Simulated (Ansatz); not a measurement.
Crystal: HgSe.

```
Hg Se
1.0
     0.00000    3.03900    3.03900
     3.03900    0.00000    3.03900
     3.03900    3.03900    0.00000
Hg Se
1 1
Cartesian
  0.0000 0.0000 0.0000
  4.5585 4.5585 4.5585
```

Program: Ansatz 0.2.0. Alike in all runs: cell as given.

Q: Order these runs on this cell by their pressure, lowest first.
A. level PBE; potentials or basis all-electron LAPW, scalar-relativistic; spin off; k mesh 3 × 3 × 3; cutoff (eV) 235; smearing fermi-dirac 0.06 eV; basis error allowed 0.004 eV/atom; mesh quality coarse
B. level LDA; potentials or basis all-electron LAPW, scalar-relativistic; spin off; k mesh 8 × 8 × 8; cutoff (eV) 278; smearing gaussian 0.05 eV; basis error allowed 0.001 eV/atom; mesh quality not flagged
C. level PBE; potentials or basis all-electron LAPW, relativistic spinors; spin SOC, no magnetisation; k mesh 6 × 6 × 6; cutoff (eV) 278; smearing fermi-dirac 0.05 eV; basis error allowed 0.001 eV/atom; mesh quality coarse

A: B (-0.4 GPa), C (4.2 GPa), A (5.9 GPa).

Caveats: some runs use coarse meshes; the k mesh is thin for a metal, which can move the energy by tens of meV per atom (some runs).
